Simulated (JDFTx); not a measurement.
The system is TaS2.

```
Ta S
1.0
     3.35000    0.00000    0.00000
    -1.67500    2.90119    0.00000
     0.00000    0.00000    5.86000
Ta S
1 2
Direct
  0.00000 0.00000 0.00000
  0.66667 0.33333 0.75000
  0.33333 0.66667 0.25000
```

Base run:

```yaml
Program: JDFTx 1.7.0 (patched build)
Functional: PBE
Potentials_or_basis: PseudoDojo-SR-PBE-0.5-standard with smoothed tails
Cutoff: 789 eV
Density_cutoff: 6313 eV
k_mesh: 9 × 9 × 5
Occupations: fermi-dirac, width 0.05 eV
Spin: no spin polarisation
```

Its results: band gap on the k mesh none (metal or under the smearing width); pressure 9.1 GPa; largest force 1.219 eV/Å.

The run is repeated on the same cell with these changes: potentials or basis from PseudoDojo-SR-PBE-0.5-standard with smoothed tails to PseudoDojo-SR-PBE-0.5-standard; k mesh from 9 × 9 × 5 to 4 × 4 × 2. What comes out?

Band gap on the k mesh none (metal or under the smearing width); pressure 9.6 GPa; largest force 1.177 eV/Å.

Caveats: some runs use coarse meshes; this functional lacks dispersion, which binds the layers, so the pressure and a relaxed spacing across them are unreliable; forces of over 1 eV/Å show positions far from the minimum, so gaps and moduli don't describe the material at rest; the empty levels aren't tightly converged (some runs).
